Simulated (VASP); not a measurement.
# Bi₂Te₂Se, vacuum levels of a slab or layer: which settings are enough?

Bi₂Te₂Se, slab, 10 atoms in the cell. PBEsol; PAW potentials Bi_d, Te, Se (PBE set). VASP 6.6.1.

Wanted: face levels within 0.04 eV; energy within 2 meV/atom; forces within 0.02 eV/Å.

Crystal: Bi2Te2Se, R-3m; Face: (0 0 1); Atomic planes: 10; Dipole correction: yes.

Face levels: vacuum level at each face, counted from the Fermi level.

POSCAR:
```
Bi2Te2Se
1.0
    4.2882288207      0.0000000000      0.0000000000
   -2.1441144104      3.7137150960      0.0000000000
    0.0000000000      0.0000000000     32.9744780817
Bi Te Se
4 4 2
Direct
    0.2749333333      0.6374666667      0.2274486341
    0.2749333333      0.6374666667      0.4171838995
    0.9416000000      0.9708000000      0.5276053668
    0.9416000000      0.9708000000      0.7173406322
    0.6082666667      0.3041333333      0.2810424263
    0.9416000000      0.9708000000      0.3635901073
    0.2749333333      0.6374666667      0.5811991590
    0.6082666667      0.3041333333      0.6637468400
    0.6082666667      0.3041333333      0.4723946332
    0.2749333333      0.6374666667      0.7725513659
```

The series start from vacuum (Å): 15; correction: LDIPOL, IDIPOL 3, DIPOL, AMIN 0.01; k spacing (1/Å): 0.3; Cutoff ENCUT (eV): 320; SCF threshold EDIFF (eV): 1e-6; PREC: Accurate; LREAL: .FALSE.; ALGO: Normal. Each series keeps the choices made before it, and each single choice may use up half of a tolerance.

## Vacuum (Å)

| Vacuum (Å) | Face levels, largest deviation (eV) | Energy less reference (meV/atom) | Forces, largest deviation (eV/Å) | SCF iterations | Time (s) |
|---|---|---|---|---|---|
| 6 | 0.257 | 0.6 | 0.030 | 22 | 32 |
| 8 | 0.063 | -0.2 | 0.004 | 26 | 41 |
| 10 | 0.062 | -0.3 | 0.002 | 26 | 43 |
| 12 | 0.026 | -0.3 | 0.003 | 44 | 82 |
| 15 | 0.019 | -0.2 | 0.002 | 30 | 63 |
| 20 | 0.001 | -0.2 | 0.001 | 33 | 78 |
| 25 (reference) | 0.000 | 0.0 | 0.000 | 29 | 77 |

Chosen: 15, the loosest value from which every tighter one stays within half of the tolerance.

## Correction

| Correction | Face levels, largest deviation (eV) | Energy less reference (meV/atom) | Forces, largest deviation (eV/Å) | SCF iterations | Time (s) |
|---|---|---|---|---|---|
| LDIPOL, IDIPOL 3, DIPOL, AMIN 0.01 | 0.000 | 0.0 | 0.000 | 30 | 63 |
| LDIPOL, default AMIN | 0.009 | 0.0 | 0.002 | 62 | 121 |
| LDIPOL, no DIPOL | no result | no result | no result | 150 | 354 |
| IDIPOL 3 alone (energy only) | 1.185 | 4.0 | 0.022 | 20 | 42 |
| kernel truncation, coarsened | 0.071 | 0.4 | 0.001 | 45 | 113 |
| kernel truncation, full padding | 0.010 | 0.4 | 0.001 | 40 | 110 |

Chosen: LDIPOL, IDIPOL 3, DIPOL, AMIN 0.01; no other choice that stays within half of the tolerance saves 30 % of the time.

## k spacing (1/Å)

| k spacing (1/Å) | Face levels, largest deviation (eV) | Energy less reference (meV/atom) | Forces, largest deviation (eV/Å) | SCF iterations | Time (s) |
|---|---|---|---|---|---|
| 0.6 | 0.118 | 7.0 | 0.203 | 33 | 23 |
| 0.45 | 0.066 | -3.3 | 0.167 | 32 | 42 |
| 0.3 | 0.049 | -3.7 | 0.053 | 30 | 63 |
| 0.22 | 0.016 | -0.1 | 0.047 | 35 | 94 |
| 0.16 | 0.003 | 0.5 | 0.029 | 25 | 95 |
| 0.12 (reference) | 0.000 | 0.0 | 0.000 | 27 | 160 |

Chosen: 0.12; the next looser run is off by more than half of the tolerance, so convergence isn't shown beyond this value.

## Cutoff ENCUT (eV)

| Cutoff ENCUT (eV) | Face levels, largest deviation (eV) | Energy less reference (meV/atom) | Forces, largest deviation (eV/Å) | SCF iterations | Time (s) |
|---|---|---|---|---|---|
| 200 | 0.015 | 71.0 | 0.007 | 26 | 57 |
| 240 | 0.010 | 1.9 | 0.004 | 25 | 76 |
| 280 | 0.008 | 0.8 | 0.003 | 30 | 112 |
| 320 | 0.013 | 0.9 | 0.001 | 27 | 160 |
| 370 | 0.009 | 0.7 | 0.002 | 27 | 181 |
| 440 (reference) | 0.000 | 0.0 | 0.000 | 34 | 324 |

Chosen: 280.

## SCF threshold EDIFF (eV)

| SCF threshold EDIFF (eV) | Face levels, largest deviation (eV) | Energy less reference (meV/atom) | Forces, largest deviation (eV/Å) | SCF iterations | Time (s) |
|---|---|---|---|---|---|
| 0.001 | 0.333 | -0.2 | 0.066 | 14 | 50 |
| 0.0001 | 0.044 | 0.0 | 0.002 | 21 | 72 |
| 1e-5 | 0.013 | 0.0 | 0.001 | 25 | 88 |
| 1e-6 | 0.009 | 0.0 | 0.001 | 30 | 112 |
| 1e-7 (reference) | 0.000 | 0.0 | 0.000 | 39 | 137 |

Chosen: 1e-5.

## PREC

| PREC | Face levels, largest deviation (eV) | Energy less reference (meV/atom) | Forces, largest deviation (eV/Å) | SCF iterations | Time (s) |
|---|---|---|---|---|---|
| Accurate | 0.000 | 0.0 | 0.000 | 25 | 88 |
| Normal | 0.017 | -0.1 | 0.007 | 25 | 69 |

Chosen: Accurate.

## LREAL

| LREAL | Face levels, largest deviation (eV) | Energy less reference (meV/atom) | Forces, largest deviation (eV/Å) | SCF iterations | Time (s) |
|---|---|---|---|---|---|
| .FALSE. | 0.000 | 0.0 | 0.000 | 25 | 88 |
| Auto | 0.000 | -0.6 | 0.002 | 25 | 100 |

Chosen: .FALSE..

## ALGO

| ALGO | Face levels, largest deviation (eV) | Energy less reference (meV/atom) | Forces, largest deviation (eV/Å) | SCF iterations | Time (s) |
|---|---|---|---|---|---|
| Normal | 0.000 | 0.0 | 0.000 | 25 | 88 |
| Fast | 0.005 | 0.0 | 0.005 | 19 | 77 |
| All | 0.032 | 0.0 | 0.018 | 47 | 195 |

Chosen: Normal.

## All choices together

| Input | Face levels, largest deviation (eV) | Energy less reference (meV/atom) | Forces, largest deviation (eV/Å) | Time (s) |
|---|---|---|---|---|
| starting input without the dipole correction (naive) | 1.181 | -5.7 | 0.054 | 42 |
| chosen settings | 0.013 | 0.6 | 0.004 | 88 |
| reference settings throughout | 0.000 | 0.0 | 0.000 | 555 |

The chosen settings stay within the tolerance of the reference run, but the reference itself isn't shown to be converged in: k spacing (1/Å).

Values of the reference run: Face levels: 6.311, 3.651 eV.

## The input

INCAR:
```
ALGO     = Normal         # electronic algorithm
AMIN     = 0.01         
DIPOL    = 0.5 0.5 0.5  
EDIFF    = 1E-5           # SCF threshold, eV
ENCUT    = 280            # plane-wave cutoff, eV
GGA      = PS             # functional
IDIPOL   = 3            
ISMEAR   = 0              # smearing method
KPAR     = 4            
LASPH    = T              # aspherical terms in the spheres
LCHARG   = F              # write CHGCAR
LDIPOL   = T            
LREAL    = F              # projectors in reciprocal space
LVACPOTAV= T            
LVHAR    = T            
LWAVE    = F              # write WAVECAR
NELM     = 150            # most SCF steps
PREC     = Accurate       # precision mode
SIGMA    = 0.1            # smearing width, eV
```

KPOINTS:
```
Automatic mesh
0
Gamma
  15 15 1
  0 0 0
```

Commands:
```
cat potpaw_PBE.64/Bi_d/POTCAR potpaw_PBE.64/Te/POTCAR potpaw_PBE.64/Se/POTCAR > POTCAR
mpirun -np 4 vasp_std > vasp.out
```

The chosen input took VASP 6.6.1 88 s on 4 cores (Intel Xeon 6975P-C (Granite Rapids)), a shared host.

## An input that fails: LDIPOL without IDIPOL

The electronic loop stops at its limit of 150 steps.

Changes against the starting input:
```
- LVACPOTAV = True
- IDIPOL = 3
```
